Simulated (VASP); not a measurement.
Input of a VASP 6.6.1 run:

INCAR

```
  PREC = Accurate
  ENCUT = 520
  EDIFF = 1E-7
  ISMEAR = -1
  SIGMA = 0.05
  LREAL = F
  LASPH = T
  NELM = 100
  ALGO = Fast
  ISIF = 2
  LWAVE = F
  LCHARG = F
  GGA = RP
```

The input KPOINTS:

```
Automatic mesh
0
Gamma
  9 9 9
```

POSCAR

```
ZnS
1.0
    0.0000000000      2.7020000000      2.7020000000
    2.7020000000      0.0000000000      2.7020000000
    2.7020000000      2.7020000000      0.0000000000
Zn S
1 1
Direct
    0.7500000000      0.7500000000      0.7500000000
    0.0000000000      0.0000000000      0.0000000000
```

Contents of KPOINTS_OPT:

```
path GXWKGLUWLK,UX
10
line-mode
reciprocal
 0.0000000000  0.0000000000  0.0000000000  G
 0.5000000000  0.0000000000  0.5000000000  X

 0.5000000000  0.0000000000  0.5000000000  X
 0.5000000000  0.2500000000  0.7500000000  W

 0.5000000000  0.2500000000  0.7500000000  W
 0.3750000000  0.3750000000  0.7500000000  K

 0.3750000000  0.3750000000  0.7500000000  K
 0.0000000000  0.0000000000  0.0000000000  G

 0.0000000000  0.0000000000  0.0000000000  G
 0.5000000000  0.5000000000  0.5000000000  L

 0.5000000000  0.5000000000  0.5000000000  L
 0.6250000000  0.2500000000  0.6250000000  U

 0.6250000000  0.2500000000  0.6250000000  U
 0.5000000000  0.2500000000  0.7500000000  W

 0.5000000000  0.2500000000  0.7500000000  W
 0.5000000000  0.5000000000  0.5000000000  L

 0.5000000000  0.5000000000  0.5000000000  L
 0.3750000000  0.3750000000  0.7500000000  K

 0.6250000000  0.2500000000  0.6250000000  U
 0.5000000000  0.0000000000  0.5000000000  X
```

Potentials or basis: VASP PAW PBE potentials, release 64 (Zn, S).

Run with:

```console
$ cat potpaw_PBE.64/Zn/POTCAR potpaw_PBE.64/S/POTCAR > POTCAR
$ mpirun -np 1 vasp_std > vasp.out
```

Question: Predict the pressure.

Answer: 4.3 GPa.

Question: Predict the band gap along the path.

Answer: 2.28 eV, direct.

Question: Predict the band gap on the k mesh.

Answer: 2.28 eV, direct.

Levels at the corners of the path, in eV from the valence-band top:
| point | band 6 | band 7 | band 8 | band 9 | band 10 | band 11 | band 12 | band 13 |
| --- | --- | --- | --- | --- | --- | --- | --- | --- |
| Γ | -5.79 | 0.00 | 0.00 | 0.00 | 2.28 | 6.45 | 6.45 | 6.45 |
| X | -5.57 | -4.51 | -2.20 | -2.20 | 3.55 | 4.17 | 11.16 | 12.06 |
| X | -5.57 | -4.51 | -2.20 | -2.20 | 3.55 | 4.17 | 11.16 | 12.06 |
| W | -5.39 | -4.55 | -2.71 | -2.68 | 5.83 | 6.09 | 7.98 | 8.37 |
| W | -5.39 | -4.55 | -2.71 | -2.68 | 5.83 | 6.09 | 7.98 | 8.37 |
| K | -5.44 | -4.58 | -3.07 | -1.79 | 4.25 | 6.06 | 9.54 | 9.84 |
| K | -5.44 | -4.58 | -3.07 | -1.79 | 4.25 | 6.06 | 9.54 | 9.84 |
| Γ | -5.79 | 0.00 | 0.00 | 0.00 | 2.28 | 6.45 | 6.45 | 6.45 |
| Γ | -5.79 | 0.00 | 0.00 | 0.00 | 2.28 | 6.45 | 6.45 | 6.45 |
| L | -5.58 | -5.24 | -0.86 | -0.86 | 3.43 | 6.99 | 6.99 | 9.07 |
| L | -5.58 | -5.24 | -0.86 | -0.86 | 3.43 | 6.99 | 6.99 | 9.07 |
| U | -5.44 | -4.58 | -3.07 | -1.79 | 4.25 | 6.06 | 9.54 | 9.84 |
| U | -5.44 | -4.58 | -3.07 | -1.79 | 4.25 | 6.06 | 9.54 | 9.84 |
| W | -5.39 | -4.55 | -2.71 | -2.68 | 5.83 | 6.09 | 7.98 | 8.37 |
| W | -5.39 | -4.55 | -2.71 | -2.68 | 5.83 | 6.09 | 7.98 | 8.37 |
| L | -5.58 | -5.24 | -0.86 | -0.86 | 3.43 | 6.99 | 6.99 | 9.07 |
| L | -5.58 | -5.24 | -0.86 | -0.86 | 3.43 | 6.99 | 6.99 | 9.07 |
| K | -5.44 | -4.58 | -3.07 | -1.79 | 4.25 | 6.06 | 9.54 | 9.84 |
| U | -5.44 | -4.58 | -3.07 | -1.79 | 4.25 | 6.06 | 9.54 | 9.84 |
| X | -5.57 | -4.51 | -2.20 | -2.20 | 3.55 | 4.17 | 11.16 | 12.06 |

Caveat: the PAW data sets were made with another functional, which shifts forces and pressure a little.

**The experiment to reproduce.**

“Electronic, vibrational, and thermodynamic properties of ZnS (zincblende and rocksalt structure)”, 2009, arxiv:0911.5022 quotes, for a bulk crystal of ZnS at 19 K: band gap 3.85 eV (direct).

Against the measured gap of ZnS, 3.85 eV (direct; 19 K; quoted in “Electronic, vibrational, and thermodynamic properties of ZnS (zincblende and rocksalt structure)”, 2009, arxiv:0911.5022), the calculated 2.28 eV is off by -1.57 eV. The value is that of RPBE, without temperature or zero-point motion. Semilocal functionals fall short of measured gaps as a rule.
